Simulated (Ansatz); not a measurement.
All numbers below come from DFT PBE, scalar-relativistic, plane waves, PAW (Ansatz 0.2.0). All cells share a 420 eV cutoff and Γ-centred k meshes spaced at most about 0.3 Å⁻¹ (about 0.25 or finer for metals, 2π included). No spin polarisation.

All energies are static (0 K, no zero-point motion).

**Question.** Order these relaxed structures of Ge4N by energy, lowest first, with the energy over the lowest of them.
A.

```cif
data_structure
_symmetry_space_group_name_H-M 'Pm-3m'
_symmetry_Int_Tables_number 221
_cell_length_a 4.4273
_cell_length_b 4.4273
_cell_length_c 4.4273
_cell_angle_alpha 90.000
_cell_angle_beta 90.000
_cell_angle_gamma 90.000
_cell_volume 86.78
loop_
_atom_site_label
_atom_site_type_symbol
_atom_site_symmetry_multiplicity
_atom_site_Wyckoff_symbol
_atom_site_fract_x
_atom_site_fract_y
_atom_site_fract_z
_atom_site_occupancy
Ge1 Ge 3 c 0.00000 0.50000 0.50000 1
Ge2 Ge 1 a 0.00000 0.00000 0.00000 1
N1 N 1 b 0.50000 0.50000 0.50000 1
```

B.

```cif
data_structure
_symmetry_space_group_name_H-M 'P6/mmm'
_symmetry_Int_Tables_number 191
_cell_length_a 5.4314
_cell_length_b 5.4314
_cell_length_c 3.9418
_cell_angle_alpha 90.000
_cell_angle_beta 90.000
_cell_angle_gamma 120.000
_cell_volume 100.70
loop_
_atom_site_label
_atom_site_type_symbol
_atom_site_symmetry_multiplicity
_atom_site_Wyckoff_symbol
_atom_site_fract_x
_atom_site_fract_y
_atom_site_fract_z
_atom_site_occupancy
Ge1 Ge 3 g 0.50000 0.00000 0.50000 1
Ge2 Ge 1 a 0.00000 0.00000 0.00000 1
N1 N 1 b 0.00000 0.00000 0.50000 1
```

C.

```cif
data_structure
_symmetry_space_group_name_H-M 'P4/mmm'
_symmetry_Int_Tables_number 123
_cell_length_a 4.0962
_cell_length_b 4.0962
_cell_length_c 5.3142
_cell_angle_alpha 90.000
_cell_angle_beta 90.000
_cell_angle_gamma 90.000
_cell_volume 89.17
loop_
_atom_site_label
_atom_site_type_symbol
_atom_site_symmetry_multiplicity
_atom_site_Wyckoff_symbol
_atom_site_fract_x
_atom_site_fract_y
_atom_site_fract_z
_atom_site_occupancy
Ge1 Ge 2 e 0.50000 0.00000 0.50000 1
Ge2 Ge 2 f 0.50000 0.00000 0.00000 1
N1 N 1 c 0.50000 0.50000 0.00000 1
```

**Answer.** A (0 meV/atom), C (38 meV/atom), B (264 meV/atom). Forms: A Pm-3m; C P4/mmm; B P6/mmm. Counting Ge atoms around N (those within 1.25 times the shortest such distance or 1.15 times the sum of covalent radii): A has N 6; C has N 4; B has N 2. All come from invented guesses. Even the lowest of the cells shown lies +0.67 eV/atom against the elements.

No dispersion correction is applied, so the spacing and binding between layers, chains or molecules are poorly described (P6/mmm), and this can change margins and order among such cells. Cells relaxed within their symmetry can be saddle points. Some structure types and database cells were kept out of the candidates from the start, so a known form may be missing.
